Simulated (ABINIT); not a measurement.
Runs of ABINIT 10.8.3 (patched build) on Sb. The structure is trigonal, space group R-3m (No. 166). The conventional cell has a = 4.308 Å, b = 4.308 Å, c = 11.274 Å, α = 90.00°, β = 90.00°, γ = 120.00°. Sb (site symmetry 3m) is surrounded by 3 Sb at 2.91 Å. 

```csv
task,level,potentials or basis,cell,k mesh,cutoff (eV),bands in the sums,broadening (eV),scissor shift (eV),tensor components,cell freedom (optcell),gap on the mesh (eV),pressure (GPa),largest force (eV/Å)
single point,PBEsol,PseudoDojo NC SR PBEsol v0.4.1 standard,as given,6 × 6 × 6,980,-,-,-,-,-,none,-1.3,0.04
single point,PBE,SG15 NC PBE v1.2,as given,6 × 6 × 6,599,-,-,-,-,-,none,2.4,0.10
single point,LDA,PseudoDojo NC SR LDA v0.4.1 standard,as given,6 × 6 × 6,1088,-,-,-,-,-,none,(b),(a)
optical spectrum,PBE,SPMS NC PBE v1.0,as given,8 × 8 × 8,707,27,0.15,0,"[11, 33]",-,none,2.7,0.17
relaxation of cell and atoms,PBE,PseudoDojo NC SR PBE v0.4.1 standard,relaxed,6 × 6 × 6,1088,-,-,-,-,2,none,0.0,-
```

Alike in all rows: no spin polarisation; smearing fermi-dirac 0.05 eV.

Problem. Estimate the missing entries.

Solution. (a) 0.06; (b) -1.2.

Caveats: the intraband (Drude) term is left out (some runs); spectra need much finer meshes, so this one isn't converged (some runs).

A k mesh can miss the band edges, and the runs leave out spin-orbit coupling on Sb.

A gap of «none» marks a metal or a gap under the smearing width.

Not every run made on this cell is shown here.
